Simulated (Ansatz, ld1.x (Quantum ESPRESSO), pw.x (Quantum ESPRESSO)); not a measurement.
**Mn (Z = 25) (bcc): variants of one TM potential in the solid**

Mn, norm-conserving Troullier–Martins (Kleinman–Bylander form), made with ld1.x (Quantum ESPRESSO) 7.5 (LDA (PW92), scalar-relativistic). Core [Ar], reference 3d5 4s2 4p0. Waves: 4s (bound): rc 2.55 bohr; 4p (bound, empty): rc 2.95 bohr; 3d (bound): rc 2.00 bohr. Local part: all-electron potential smoothed inside 2.10 bohr (lloc = -1). Core correction: a·sin(br)/r model core, default radius (core density twice the valence density).

Crystal test: bcc Mn in pw.x 7.5, no spin, 17³ k-points, Fermi–Dirac smearing 0.01 Ry, cutoffs set for each file from its atomic test. The reference is all-electron LAPW (Ansatz 0.2.0) with the same functional, mesh and smearing; V0 and B0 come from Birch–Murnaghan fits to the pressures at five volumes. Errors are pseudo minus all-electron; Δ is the rms difference of the E(V) curves that follow from these fits, minima aligned, over ±6 % about the mean V0. Mesh and smearing are coarse, so the numbers serve the comparison and aren't converged zero-temperature values; the lattice is a test structure that the element need not adopt. Spin polarisation and strong correlation are left out, which matters for this element.

All-electron: a0 = 2.727 Å (V0 = 10.14 Å³/atom), B0 = 324.0 GPa.

Base: The largest radius (2.95 bohr) exceeds half the bond length (2.23 bohr), so the spheres overlap, which is one possible source of error among others. The logarithmic derivative shows an extra or strongly shifted pseudo pole above the reference energy (s near 1.36 Ry).

A dash in a converged row means that the minimum lies outside the volumes sampled.

| change | cutoffs (Ry) | pw.x | a0 (Å) | a0 error (%) | B0 error (%) | Δ (meV/atom) | mean pressure error (GPa) |
| --- | --- | --- | --- | --- | --- | --- | --- |
| base | 135/540 | converged | 2.725 | -0.07 | -0.4 | 1.6 | -0.74 |
| local potential all-electron potential smoothed inside 1.48 bohr (lloc = -1) | 135/540 | converged; bound ghost | – | – | – | – | +46.46 |
| core correction none | 135/540 | converged | 2.699 | -1.05 | +1.3 | 22.8 | -9.89 |
| all radii but the core radius scaled by about 1.06 (s 2.70, p 3.12, d 2.12 bohr); local potential all-electron potential smoothed inside 2.22 bohr (lloc = -1) | 120/480 | converged | 2.735 | +0.27 | -1.1 | 5.7 | +2.61 |
| local potential the s channel | 135/540 | converged | – | – | – | – | +23.85 |

(1) Give the row for: wave 4s (bound): rc 2.55 bohr becomes 4s (bound): rc 3.12 bohr.

Answers

(1) pw.x: converged; mean pressure error (GPa): -2.74; a0 (Å): 2.720; a0 error (%): -0.28; B0 error (%): +1.0; Δ (meV/atom): 6.1.
